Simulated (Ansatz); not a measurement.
TiSe:

```
Ti Se
1.0
     3.20359    0.00000    0.00000
     0.00000    3.20359    0.00000
     0.00000    0.00000    3.20359
Ti Se
1 1
Cartesian
  0.0000 0.0000 0.0000
  1.6018 1.6018 1.6018
```

The cell was built by a generator and needn't be a form met in nature.

| Property | Result |
| --- | --- |
| Program | Ansatz 0.2.0 |
| Task | relaxation of cell and atoms |
| Functional | PBEsol |
| Dispersion | D4 |
| Potentials or basis | Ansatz PAW |
| Cutoff | 420 eV (not typed: the program's choice for these potentials) |
| k mesh | 8 × 8 × 8 |
| Occupations | fermi-dirac, width 0.05 eV |
| Spin | no spin polarisation |

At the start: volume 16.44 Å³/atom.

Problem. Where does the relaxation end?

Solution. It ends after 6 steps and the volume is 15.43 Å³/atom (-6.1 %); space group Pm-3m (No. 221, to 0.05 Å).

The path:
```
step  energy change (eV)  largest force (eV/Å)  volume (Å³)
   1              0.0000                0.0000        32.88
   2             -0.0177                0.0000        29.40
   3             -0.0497                0.0000        31.04
   4             -0.0501                0.0000        30.88
   5             -0.0501                0.0000        30.87
   6             -0.0498                0.0000        30.87
```

Final structure:
```
Ti Se
1.0
     3.13698    0.00000    0.00000
     0.00000    3.13698    0.00000
     0.00000    0.00000    3.13698
Ti Se
1 1
Direct
  0.00000 0.00000 0.00000
  0.50000 0.50000 0.50000
```

Caveat: the plane-wave basis is chosen anew once the cell has moved, so the energies of steps on either side of that aren't comparable; pairwise dispersion overbinds metals, which lowers pressure and volume; the PAW data sets come from PBE, with cores solved anew for the run's functional, which leaves a small shift of forces and pressure.
